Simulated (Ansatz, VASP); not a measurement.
# AlN: VASP beside Ansatz

File INCAR:

```
PREC = Accurate
ENCUT = 520
EDIFF = 1E-6
ISMEAR = 0
SIGMA = 0.05
LREAL = False
LASPH = True
NELM = 80
ALGO = Normal
ISIF = 2
LWAVE = False
LCHARG = False
GGA = PE
NBANDS = 11
```

KPOINTS

```
regular mesh
0
Gamma
  10 10 10
```

File POSCAR:

```
AlN
1.0
    0.0000000000      2.2986532215      2.1839935596
    2.2986532215      0.0000000000      2.1839935596
    2.2986532215      2.2986532215      0.0000000000
Al N
1 1
Direct
    0.0000000000      0.0000000000      0.0000000000
    0.7500000000      0.7500000000      0.7500000000
```

Input for Ansatz:

```yaml
crystal:
  lattice:
    - [0.0, 2.2986532215, 2.1839935596]
    - [2.2986532215, 0.0, 2.1839935596]
    - [2.2986532215, 2.2986532215, 0.0]
  atoms:
    - { symbol: Al, position: [0.0, 0.0, 0.0] }
    - { symbol: "N", position: [0.75, 0.75, 0.75] }
basis:
  ecutwfc: 420
kpoints:
  mp_grid: { grid: [10, 10, 10] }
hamiltonian:
  xc: pbe
scf:
  occupations: { method: gaussian, width: 0.05 }
output:
  forces: true
  stress: true
  eigenvalues: true
  write_density: true
  write_potential: true
  elf: true
  volumetric_format: npy
```

Change from the starting cell: strain +0.0525 x Voigt [1, 1, 0, 0, 0, 0], atoms carried along.

Alike in both runs: task single point; functional PBE; k mesh 10 × 10 × 10; occupations gaussian, width 0.05 eV; no spin polarisation.

```csv
,VASP,Ansatz
version,VASP 6.6.1,Ansatz 0.2.0
potentials or method,"VASP PAW PBE potentials, release 64 (Al, N)","scalar-relativistic, plane waves, PAW"
plane-wave cutoff (eV),520,420
valence electrons in the cell,8,8
```

VASP gave:

* gap on the k mesh at the Fermi level (eV): 3.02
* least direct gap on the mesh (eV): 3.18
* pressure (GPa): -13.4
* largest component of the traceless stress (GPa): 4.13

Estimate Ansatz's values.

gap on the k mesh at the Fermi level (eV): 3.02; least direct gap on the mesh (eV): 3.17; pressure (GPa): -13.1; largest component of the traceless stress (GPa): 4.10.

The functional is the same, so the differences come from potentials, cutoffs and numerics.

A k mesh can miss the band edges.
